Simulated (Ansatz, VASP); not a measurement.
**BN: VASP beside Ansatz**

```
CELL_PARAMETERS angstrom
2.48894 0.00000 0.00000
-1.24447 2.15549 0.00000
0.00000 0.00000 6.49538
ATOMIC_POSITIONS crystal
B 0.33333 0.66667 0.25000
B 0.66667 0.33333 0.75000
N 0.33333 0.66667 0.75000
N 0.66667 0.33333 0.25000
```

Alike in both runs: functional LDA; k mesh 12 × 12 × 4; occupations gaussian, width 0.02 eV; no spin polarisation.

Ansatz relaxed the structure, and its values are those at the end. VASP's run is a single point on that final structure, the one shown.

|  | VASP | Ansatz |
| --- | --- | --- |
| version | VASP 6.6.1 | Ansatz 0.2.0 |
| potentials or method | VASP PAW LDA potentials, release 64 (B, N) | scalar-relativistic, plane waves, PAW |
| plane-wave cutoff (eV) | 520 | 420 |
| valence electrons in the cell | 16 | 16 |

|  | VASP | Ansatz | Ansatz less VASP |
| --- | --- | --- | --- |
| gap on the k mesh at the Fermi level (eV) | 4.05 | 4.07 | +0.016 |
| least direct gap on the mesh (eV) | 4.47 | 4.49 | +0.017 |
| pressure (GPa) | 0.5 | 0.0 | -0.46 |

A k mesh can miss the band edges. A hybrid or GW would open this gap; LDA tends to underestimate it.
